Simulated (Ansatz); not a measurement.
Input and command of a plane-wave DFT calculation in Ansatz:

```yaml
crystal:
  lattice:
    - [4.1565024001, 0.0, 0.0]
    - [-2.0782512, 3.5996366693, 0.0]
    - [0.0, 0.0, 26.0297524944]
  atoms:
    - { symbol: P, position: [0.0, 0.0, 0.2881318215] }
    - { symbol: In, position: [0.3333333333, 0.6666666667, 0.3207269259] }
    - { symbol: P, position: [0.3333333333, 0.6666666667, 0.418512239] }
    - { symbol: In, position: [0.6666666667, 0.3333333333, 0.4511073434] }
    - { symbol: P, position: [0.6666666667, 0.3333333333, 0.5488926566] }
    - { symbol: In, position: [0.0, 0.0, 0.581487761] }
    - { symbol: P, position: [0.0, 0.0, 0.6792730741] }
    - { symbol: In, position: [0.3333333333, 0.6666666667, 0.7118681785] }
basis:
  ecutwfc: 420
kpoints:
  mp_grid: { grid: [9, 9, 1] }
hamiltonian:
  xc: pbesol
scf:
  occupations: { method: gaussian, width: 0.05 }
output:
  forces: true
  stress: true
  eigenvalues: true
  write_density: true
  write_potential: true
  elf: true
  volumetric_format: npy
efield:
  axis: 3
  dipole_correction: true
  ramp_width: 0.04
```

```bash
ansatz run input.yaml --threads 1 --pin off --max-ram 2560MiB --backend cpu --events-out ev --progress --plain --runs-dir out
```

Processor: Intel(R) Xeon(R) Platinum 8259CL CPU @ 2.50GHz (Skylake/Cascade Lake), 1 thread, on a host shared with other jobs.

Problem. Estimate time, memory and problem size.

Solution. About 34 s on 1 thread of Intel(R) Xeon(R) Platinum 8259CL CPU @ 2.50GHz (Skylake/Cascade Lake) (shared host), peak memory 0.62 GiB. It solves 44 bands at 12 k points (the mesh reduced by the symmetry that the task leaves, which can be less than the crystal's) with about 7509 plane waves, in 12 SCF iterations.
